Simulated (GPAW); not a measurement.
Runs of GPAW 26.7.0 on HfN. It takes space group P6_3/mmc (No. 194, hexagonal). Conventional cell: a = 3.134 Å, b = 3.134 Å, c = 5.417 Å, α = 90.00°, β = 90.00°, γ = 120.00°. Around Hf (site symmetry -6m2) lie 6 N at 2.26 Å. N (site symmetry -3m) is surrounded by 6 Hf at 2.26 Å. The cell comes from a database or a generator and needn't be the stable form of this composition.

```tsv
task	level	potentials or basis	cell	k mesh	cutoff (eV)	maxiter	band path	band points	optimizer	fmax	gap on the mesh (eV)	pressure (GPa)	relaxed volume (Å³/atom)
band structure	r2SCAN	GPAW PAW data sets (gpaw-data 1.2.1), pw	as given	7 × 7 × 4	800	150	GMKGALHA,LM,KH	60	-	-	-	(a)	-
relaxation of cell and atoms	PBEsol	PAW data sets generated in the run's folder for this functional, pw	relaxed	7 × 7 × 4	800	150	-	-	BFGS	0.02 eV/Å	none	0.1	(b)
band structure	LDA	the program's PAW data sets (release 1.2.1) made for this functional, pw	as given	7 × 7 × 4	800	150	GMKGALHA,LM,KH	60	-	-	-	-9.4	-
relaxation of cell and atoms	PBEsol+D4	PAW data sets generated in the run's folder for this functional, pw	relaxed	7 × 7 × 4	800	150	-	-	BFGS	0.02 eV/Å	none	0.1	(c)
band structure	PBEsol	PAW data sets generated in the run's folder for this functional, pw	as given	7 × 7 × 4	800	150	GMKGALHA,LM,KH	60	-	-	-	-2.0	-
relaxation of cell and atoms	PBEsol+D3(BJ)	PAW data sets generated in the run's folder for this functional, pw	relaxed	7 × 7 × 4	800	150	-	-	BFGS	0.02 eV/Å	none	0.0	11.22
relaxation of cell and atoms	PBEsol+D3	PAW data sets generated in the run's folder for this functional, pw	relaxed	7 × 7 × 4	800	150	-	-	BFGS	0.02 eV/Å	none	0.1	11.25
single point	PBEsol	PAW data sets generated in the run's folder for this functional, pw	as given	10 × 10 × 5	800	150	-	-	-	-	none	-2.1	-
relaxation of cell and atoms	PBEsol+D3(BJ)+ATM	PAW data sets generated in the run's folder for this functional, pw	relaxed	7 × 7 × 4	800	150	-	-	BFGS	0.02 eV/Å	none	0.1	11.25
single point	LDA	the program's PAW data sets (release 1.2.1) made for this functional, pw	as given	8 × 8 × 4	600	120	-	-	-	-	none	-15.1	-
```

Alike in all rows: no spin polarisation; smearing fermi-dirac 0.05 eV.

Question: Estimate the missing entries.

Answer: (a) 2.9; (b) 11.43; (c) 11.33.

Caveats: later steps reuse the first step's grids (some runs); pairwise dispersion overbinds metals, which lowers pressure and volume (some runs); the PAW data sets were made with another functional, which shifts forces and pressure a little (some runs); the cutoff is short for stress and forces, so pressures can be off by a GPa or more (some runs); so large a pressure means that the cell lies far from this level's equilibrium, or that cutoff or potentials fall short (some runs).

A k mesh can miss the band edges, and the runs leave out spin-orbit coupling on Hf.

A gap of «none» marks a metal or a gap under the smearing width.

Not every run made on this cell is shown here.
